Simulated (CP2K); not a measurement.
Runs of CP2K 2026.2 on TaN. It takes space group Fm-3m (No. 225, cubic). The conventional cell has a = 4.423 Å, b = 4.423 Å, c = 4.423 Å, α = 90.00°, β = 90.00°, γ = 90.00°. Ta (site symmetry m-3m) is surrounded by 6 N at 2.21 Å. N (site symmetry m-3m) has 6 Ta at 2.21 Å as nearest neighbours. The cell comes from a database or a generator and needn't be the stable form of this composition.

| level | gap on the mesh (eV) | pressure (GPa) |
| --- | --- | --- |
| LDA | none | -16.6 |
| PBEsol | none | -13.2 |
| BLYP | none | 5.8 |
| revPBE | none | -3.6 |
| r2SCAN | none | (b) |
| WC | none | -11.7 |
| PBE | none | (a) |

Alike in all rows: task single point; potentials or basis POTENTIAL_UZH Ta GTH-PBE-q13, N GTH-PBE-q5; TZVP-MOLOPT-PBE-GTH basis; no spin polarisation; cell as given; k mesh 10 × 10 × 10; smearing fermi-dirac 0.05 eV.

**Question.** Fill in the values left out.

**Answer.** (a) -5.8; (b) -8.6.

Caveats: the basis of atomic orbitals isn't converged, which shifts pressures, moduli and gaps; the potentials were made for another functional, which shifts forces and pressure (some runs).

A k mesh can miss the band edges, and the runs leave out spin-orbit coupling on Ta.

A gap of «none» marks a metal or a gap under the smearing width.
